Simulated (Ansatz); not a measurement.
# KCl: elastic constants

The task, for KCl: relax the cell, relax to small forces and stress and compute the elastic constants.

Program: Ansatz 0.2.0. Level of theory: DFT r2SCAN, scalar-relativistic, plane waves, PAW. These are calculated values, not measurements.

### Step 1. The starting structure

Symmetry: Pm-3m, No. 221, cubic system. The conventional cell has a = 3.634 Å, b = 3.634 Å, c = 3.634 Å, α = 90.00°, β = 90.00°, γ = 90.00°. Around K (site symmetry m-3m) lie 8 Cl at 3.15 Å. Cl (site symmetry m-3m) is surrounded by 8 K at 3.15 Å.

As a file:

```cif
data_structure
_symmetry_space_group_name_H-M 'P 1'
_symmetry_Int_Tables_number 1
_cell_length_a 3.6340
_cell_length_b 3.6340
_cell_length_c 3.6340
_cell_angle_alpha 90.000
_cell_angle_beta 90.000
_cell_angle_gamma 90.000
_cell_volume 47.99
loop_
_atom_site_label
_atom_site_type_symbol
_atom_site_fract_x
_atom_site_fract_y
_atom_site_fract_z
_atom_site_occupancy
K1 K 0.00000 0.00000 0.00000 1
Cl1 Cl 0.50000 0.50000 0.50000 1
```

Source of the structure: the Crystallography Open Database.

(A quick probe on a coarse mesh, which set the mesh and smearing, is not shown.)

### Step 3. Full relaxation

The input, input.yaml:

```yaml
crystal:
  lattice:
    - [3.634, 0.0, 0.0]
    - [0.0, 3.634, 0.0]
    - [0.0, 0.0, 3.634]
  atoms:
    - { symbol: K, position: [0.0, 0.0, 0.0] }
    - { symbol: Cl, position: [0.5, 0.5, 0.5] }
basis:
  ecutwfc: 500
kpoints:
  mp_grid: { grid: [6, 6, 6] }
hamiltonian:
  xc: r2scan
scf:
  occupations: { method: gaussian, width: 0.02 }
output:
  forces: true
  stress: true
  eigenvalues: true
  write_density: true
  write_potential: true
  elf: true
  volumetric_format: npy
relax:
  adjacent_minimum: "off"
  f_tol: 0.005
  max_steps: 80
  cell: { stress_tol: 0.05 }
```

Command:

```
$ ansatz run input.yaml --threads 1 --pin off --max-ram 2560MiB --backend cpu --events-out ev --progress --plain --runs-dir out
```

The session goes on with these runs: second relaxation; relaxing to 0.001 eV/Å; strained cells: the elastic tensor.

**Question.** What will these runs give? Wanted: relaxed cell; volume; formation energy; C11, C12, C44; B, G, E; Poisson ratio; Debye temperature.

**Answer**, as computed:

```
                                                               quantity                                                                      value
                                                           relaxed cell  a = 3.770 Å, b = 3.770 Å, c = 3.770 Å, α = 90.00°, β = 90.00°, γ = 90.00°
                                                   space group (0.01 Å)                                                            Pm-3m (No. 221)
                                                                 volume                                                              26.80 Å³/atom
formation energy (elements from runs with the same settings, not shown)                                                              -2.19 eV/atom
                                            C11, C12, C44 (relaxed-ion)                                                               54, 7, 8 GPa
                                           B, G, E (Hill) (relaxed-ion)                                                             23, 13, 32 GPa
                                            Poisson ratio (relaxed-ion)                                                                       0.27
                                                      Debye temperature                                                                      258 K
```

In words: The relaxed volume is 11.7 % larger than at the start. It is stable against strain: the least eigenvalue of C is 8 GPa. B/G = 1.82 lies over 1.75, which by Pugh's rule of thumb suggests ductile behaviour (a rule drawn from metals; insulators like this are brittle in practice); Young's modulus ranges from about 22 to 53 GPa with direction.
